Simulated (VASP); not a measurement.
## ZnS in VASP 6.6.1, single-point calculation

INCAR

```
NELM = 120
NBANDS = 16
ISIF = 2
ISMEAR = -1
ENCUT = 520
SIGMA = 0.02
GGA = PE
IVDW = 20
EDIFF = 1E-7
PREC = Accurate
LREAL = .FALSE.
LASPH = .TRUE.
IBRION = -1
NSW = 0
LWAVE = .FALSE.
LCHARG = .FALSE.
```

KPOINTS

```
KPOINTS created by Atomic Simulation Environment
0
Gamma
8 8 8
0 0 0
```

POSCAR

```
Zn S
 1.0000000000000000
     0.0000000000000000    2.6940858314999998    2.8018492648000000
     2.6940858314999998    0.0000000000000000    2.8018492648000000
     2.6940858314999998    2.6940858314999998    0.0000000000000000
 Zn  S
   1   1
Cartesian
  0.0000000000000000  0.0000000000000000  0.0000000000000000
  1.3470429157499999  1.3470429157499999  1.4009246323999998
```

The recommended PBE PAW datasets give the neutral cell 18 valence electrons.

Command

```
mpirun -np 1 vasp_std
```

Q: Predict the outcome of this run.

A: It converged. Results: gap between bands v and c on the k mesh 1.93 eV; least direct gap on the k mesh 1.93 eV; pressure -1.5 GPa. Band v is the last that the valence electrons fill when counted band by band, and c is the next.

OSZICAR

```
N       E                     dE             d eps       ncg     rms          rms(c)
DAV:   1     0.876654793458E+02    0.87665E+02   -0.89685E+03  1888   0.134E+03
DAV:   2    -0.160471678001E+01   -0.89270E+02   -0.83801E+02  2176   0.255E+02
DAV:   3    -0.721431441759E+01   -0.56096E+01   -0.55874E+01  2248   0.630E+01
DAV:   4    -0.727431389569E+01   -0.59999E-01   -0.59981E-01  2440   0.672E+00
DAV:   5    -0.727504002713E+01   -0.72613E-03   -0.72612E-03  2280   0.698E-01    0.650E+00
DAV:   6    -0.686614894448E+01    0.40889E+00   -0.73812E-01  2824   0.295E+01    0.511E+00
DAV:   7    -0.684680092068E+01    0.19348E-01   -0.24022E-01  2264   0.436E+00    0.261E+00
DAV:   8    -0.684606427140E+01    0.73665E-03   -0.49285E-03  2504   0.774E-01    0.676E-01
DAV:   9    -0.684633897999E+01   -0.27471E-03   -0.11800E-03  2296   0.278E-01    0.104E-01
DAV:  10    -0.684651235974E+01   -0.17338E-03   -0.21944E-04  2328   0.144E-01    0.576E-02
DAV:  11    -0.684650565821E+01    0.67015E-05   -0.35528E-05  2192   0.923E-02    0.649E-03
DAV:  12    -0.684650661986E+01   -0.96166E-06   -0.42703E-06  2736   0.219E-02    0.470E-03
DAV:  13    -0.684650658754E+01    0.32323E-07   -0.84473E-07  2408   0.914E-03
   1 F= -.73292908E+01 E0= -.73292908E+01  d E =-.164109E-10
```

Standard output (part)

```
POSCAR found type information on POSCAR ZnS
 POSCAR found :  2 types and       2 ions
 LDA part: xc-table for (Slater+PW92), standard interpolation
 POSCAR, INCAR and KPOINTS ok, starting setup
 WAVECAR not read
 entering main loop
 augmentation electrons   18.0246154151476
 total        electrons   18.0246154151476
 augmentation electrons   62.6180806650554
 total        electrons   62.6180806650554
 augmentation electrons   7.25617428006016
 soft         electrons   10.7684411931735
 total        electrons   18.0246154732336
 translations:           2           2           2
```

For comparison, a separate PBE run of the intended cell, on usual settings and not on those above, gives a gap of 1.93 eV on its mesh and a pressure of -0.5 GPa.
